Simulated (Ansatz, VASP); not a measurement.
This is a calculation of BN for VASP 6.6.1. The cell is a database's computed one, not the measured one.

File INCAR:

```
SYSTEM = BN
  PREC = Accurate
  ENCUT = 520
  EDIFF = 1E-6
  ISMEAR = 0
  SIGMA = 0.027000000000000003
  LREAL = .False.
  LASPH = .True.
  NELM = 100
  ALGO = Normal
  ISIF = 2
  LWAVE = .False.
  LCHARG = .False.
  GGA = PE
```

KPOINTS

```
regular mesh
0
Gamma
  13 13 13
  0 0 0
```

Contents of POSCAR:

```
BN
1.0
    0.0000000000      1.8130010000      1.8130010000
    1.8130010000      0.0000000000      1.8130010000
    1.8130010000      1.8130010000      0.0000000000
N B
1 1
Direct
    0.2500000000      0.2500000000      0.2500000000
    0.0000000000      0.0000000000      0.0000000000
```

Potentials or basis: VASP PAW PBE potentials, release 64 (N, B).

Command:

```console
$ cat potpaw_PBE.64/N/POTCAR potpaw_PBE.64/B/POTCAR > POTCAR
$ mpirun -np 1 vasp_std > vasp.out
```

Task: What does the same run look like in Ansatz 0.2.0? Potentials or basis there: all-electron LAPW, scalar-relativistic.

Result: As run (cutoffs and basis follow the program's own potentials, and thresholds, step limits or extra output files can differ):

File input.yaml:

```yaml
crystal:
  lattice:
    - [0.0, 1.813001, 1.813001]
    - [1.813001, 0.0, 1.813001]
    - [1.813001, 1.813001, 0.0]
  atoms:
    - { symbol: "N", position: [0.25, 0.25, 0.25] }
    - { symbol: B, position: [0.0, 0.0, 0.0] }
kpoints:
  mp_grid: { grid: [13, 13, 13] }
scf:
  occupations: { method: gaussian, width: 0.027 }
hamiltonian:
  xc: pbe
  pseudopotentials: { kind: all_electron, lapw: { basis_error: 0.001 } }
output:
  forces: true
  stress: true
  eigenvalues: true
```

Potentials or basis: all-electron LAPW, scalar-relativistic.

Command:

```console
$ ansatz run input.yaml --threads 1 --pin off --max-ram 3072MiB --backend cpu --events-out ev --progress --plain --runs-dir out
```

Both were run:

|  | VASP | Ansatz |
| --- | --- | --- |
| Pressure | -0.2 GPa | -0.4 GPa |

Where Ansatz's input types no cutoff or centring, it takes its own default and a Γ-centred mesh.

Pressure is positive in compression.
